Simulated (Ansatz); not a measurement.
Input and command of a plane-wave DFT calculation in Ansatz:

```yaml
crystal:
  lattice:
    - [3.2348692153, 0.0, 0.0]
    - [-1.6174346076, 2.8014789184, 0.0]
    - [0.0, 0.0, 5.316557769]
  atoms:
    - { symbol: Zn, position: [0.6666666667, 0.3333333333, 0.5004294475] }
    - { symbol: Zn, position: [0.3333333333, 0.6666666667, 0.0004294475] }
    - { symbol: O, position: [0.6666666667, 0.3333333333, 0.8798805525] }
    - { symbol: O, position: [0.3333333333, 0.6666666667, 0.3798805525] }
basis:
  ecutwfc: 500
kpoints:
  mp_grid: { grid: [12, 12, 6] }
hamiltonian:
  xc: r2scan
scf:
  occupations: { method: gaussian, width: 0.02 }
output:
  forces: true
  stress: true
  eigenvalues: true
relax:
  adjacent_minimum: "off"
  f_tol: 0.008
  max_steps: 40
```

```bash
ansatz run input.yaml --threads 1 --pin off --max-ram 2560MiB --backend cpu --events-out ev --progress --plain --runs-dir out
```

Processor: Intel(R) Xeon(R) Platinum 8259CL CPU @ 2.50GHz (Skylake/Cascade Lake), 1 thread, on a host shared with other jobs.

Task: How long does it run, and how much memory does it take?

Result: About 94 s on 1 thread of Intel(R) Xeon(R) Platinum 8259CL CPU @ 2.50GHz (Skylake/Cascade Lake) (shared host), peak memory 0.56 GiB. It solves 22 bands at 76 k points (the mesh reduced by symmetry) with about 1225 plane waves, in 21 SCF iterations over 4 ionic steps.
